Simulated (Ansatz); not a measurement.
**Si3N4: properties at the relaxed cell**

An exercise on one series of results from a longer session: the logs are not shown, and one member is left open.

Program: Ansatz 0.2.0. Level of theory: DFT PBEsol, scalar-relativistic, plane waves, PAW. These are calculated values, not measurements.

1 further run of the same task is left out (set aside as unsound or not needed). Runs told in other sessions of the task aren't counted.

### The system as given

It takes space group Fd-3m (No. 227, cubic). Conventional cell: a = 7.744 Å, b = 7.744 Å, c = 7.744 Å, α = 90.00°, β = 90.00°, γ = 90.00°. Si (site symmetry -3m) has 6 N at 1.88 Å in its first shell of neighbours. Si (site symmetry -43m) has 4 N at 1.78 Å in its first shell of neighbours. N (site symmetry 3m) is surrounded by 4 Si at 1.78 to 1.88 Å.

Coordinates:

```
CELL_PARAMETERS angstrom
0.00000 3.87198 3.87198
3.87198 0.00000 3.87198
3.87198 3.87198 0.00000
ATOMIC_POSITIONS crystal
Si 0.12500 0.12500 0.62500
Si 0.12500 0.62500 0.12500
Si 0.62500 0.12500 0.12500
Si 0.12500 0.12500 0.12500
Si 0.75000 0.75000 0.75000
Si 0.50000 0.50000 0.50000
N 0.36755 0.36755 0.36755
N 0.35265 0.88245 0.88245
N 0.88245 0.88245 0.35265
N 0.88245 0.35265 0.88245
N 0.36755 0.36755 0.89735
N 0.36755 0.89735 0.36755
N 0.88245 0.88245 0.88245
N 0.89735 0.36755 0.36755
```

It goes back to an entry of the Materials Project.

This cell was relaxed beforehand with the same method: volume 8.29 Å³/atom, gap on the mesh 3.29 eV.

The first run:

input.yaml reads:

```yaml
crystal:
  lattice:
    - [0.0, 3.8328655235, 3.8328655235]
    - [3.8328655235, 0.0, 3.8328655235]
    - [3.8328655235, 3.8328655235, 0.0]
  atoms:
    - { symbol: Si, position: [0.125, 0.125, 0.625] }
    - { symbol: Si, position: [0.125, 0.625, 0.125] }
    - { symbol: Si, position: [0.625, 0.125, 0.125] }
    - { symbol: Si, position: [0.125, 0.125, 0.125] }
    - { symbol: Si, position: [0.75, 0.75, 0.75] }
    - { symbol: Si, position: [0.5, 0.5, 0.5] }
    - { symbol: "N", position: [0.3675496349, 0.3675496349, 0.3675496349] }
    - { symbol: "N", position: [0.3526489046, 0.8824503651, 0.8824503651] }
    - { symbol: "N", position: [0.8824503651, 0.8824503651, 0.3526489046] }
    - { symbol: "N", position: [0.8824503651, 0.3526489046, 0.8824503651] }
    - { symbol: "N", position: [0.3675496349, 0.3675496349, 0.8973510954] }
    - { symbol: "N", position: [0.3675496349, 0.8973510954, 0.3675496349] }
    - { symbol: "N", position: [0.8824503651, 0.8824503651, 0.8824503651] }
    - { symbol: "N", position: [0.8973510954, 0.3675496349, 0.3675496349] }
basis:
  ecutwfc: 420
kpoints:
  mp_grid: { grid: [6, 6, 6] }
hamiltonian:
  xc: pbesol
scf:
  occupations: { method: gaussian, width: 0.02 }
output:
  forces: true
  stress: true
  eigenvalues: true
relax:
  adjacent_minimum: "off"
  f_tol: 0.01
  max_steps: 30
```

On the command line:

```console
ansatz run input.yaml --threads 4 --pin off --max-ram 10240MiB --backend cpu --events-out ev --progress --plain --runs-dir out
```

Steps of the session up to this table: The cell scaled to 0.97 of its volume; Point at V/V0 = 1.03; Point at V/V0 = 0.94; The cell scaled to 1.06 of its volume; The cell scaled to 0.91 of its volume; The cell scaled to 1.10 of its volume; Point at V/V0 = 0.88.

One table of the session follows, with a row left open; its other results are not shown here.

It belongs to the step «Fit of the equation of state». 

| volume (Å³/atom) | energy above the lowest point (meV/atom) | pressure (GPa) | gap on the mesh (eV) |
| --- | --- | --- | --- |
| 7.298 | 142.1 | 50.97 | 3.79 |
| 7.546 | ? | ? | ? |
| 7.795 | 31.7 | 21.58 | 3.53 |
| 8.044 | 7.5 | 9.94 | 3.41 |
| 8.293 | 0.0 | -0.04 | 3.29 |
| 8.542 | 6.9 | -8.61 | 3.18 |
| 8.790 | 26.1 | -15.93 | 3.07 |
| 9.122 | 67.8 | -24.08 | 2.93 |

**Question.** Estimate the row for volume (Å³/atom) = 7.546.

Worked estimate for «energy above the lowest point (meV/atom)». A straight line through the neighbours (7.298, 142.1) and (7.795, 31.7) gives 142.1 + (31.7 − 142.1) × (7.546 − 7.298) / (7.795 − 7.298) = 87.0; a parabola fitted to 3 rows on both sides gives 76.7.

As computed: energy above the lowest point (meV/atom): 75.5; pressure (GPa): 35.15; gap on the mesh (eV): 3.66. In «energy above the lowest point (meV/atom)» the line misses by +11.5 and the parabola by +1.2.

Caveats from the session: Warnings in the runs' records: stress scf threshold loose.
